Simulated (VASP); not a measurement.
Set up this calculation in VASP 6.6.1, as the native input.

- Task: relaxation of cell and atoms
- Functional: PBEsol
- Potentials or basis: VASP PAW PBE potentials, release 64 (Be, Se)
- Cutoff: 600 eV
- k mesh: 10 × 10 × 10
- Occupations: gaussian, width 0.03 eV
- Spin: no spin polarisation
- Further INCAR settings: ALGO = Normal; EDIFF = 1e-06; IBRION = 2; EDIFFG = -0.01; NSW = 90; ISIF = 3

The structure of BeSe lies in POSCAR:

```
BeSe
1.0
    0.0000000000      2.5350000000      2.5350000000
    2.5350000000      0.0000000000      2.5350000000
    2.5350000000      2.5350000000      0.0000000000
Be Se
1 1
Direct
    0.0000000000      0.0000000000      0.0000000000
    0.2500000000      0.2500000000      0.2500000000
```

The input as run:

INCAR

```
SYSTEM = BeSe
ALGO = Normal ; EDIFF = 1E-6
EDIFFG = -0.01 ; ENCUT = 600
GGA = PS ; IBRION = 2
ISIF = 3 ; ISMEAR = 0
LASPH = .True. ; LCHARG = .False.
LREAL = .False. ; LWAVE = .False.
NELM = 80 ; NSW = 90
PREC = Accurate ; SIGMA = 0.03
```

KPOINTS

```
k-points
0
Gamma
  10 10 10
  0 0 0
```

Potentials or basis: VASP PAW PBE potentials, release 64 (Be, Se).

Command:

```sh
$ cat potpaw_PBE.64/Be/POTCAR potpaw_PBE.64/Se/POTCAR > POTCAR
$ mpirun -np 1 vasp_std > vasp.out
```

It gave:

The relaxed volume is 16.92 Å³/atom and the relaxed cell is a = 3.631 Å, b = 3.631 Å, c = 3.631 Å, α = 60.00°, β = 60.00°, γ = 60.00°. The space group after relaxing (to 0.05 Å) is F-43m (No. 216), the energy gained by relaxing is 6.3 meV/atom and the ionic steps are 3. The pressure after relaxing is 0.0 GPa and the band gap on the k mesh is 2.46 eV, indirect (least direct gap 4.26 eV).

Caveat: the PAW data sets were made with another functional, which shifts forces and pressure a little.

It took 16 s on 1 thread of Intel(R) Xeon(R) 6975P-C (Granite Rapids), with other jobs on the host, peak memory 0.17 GiB.
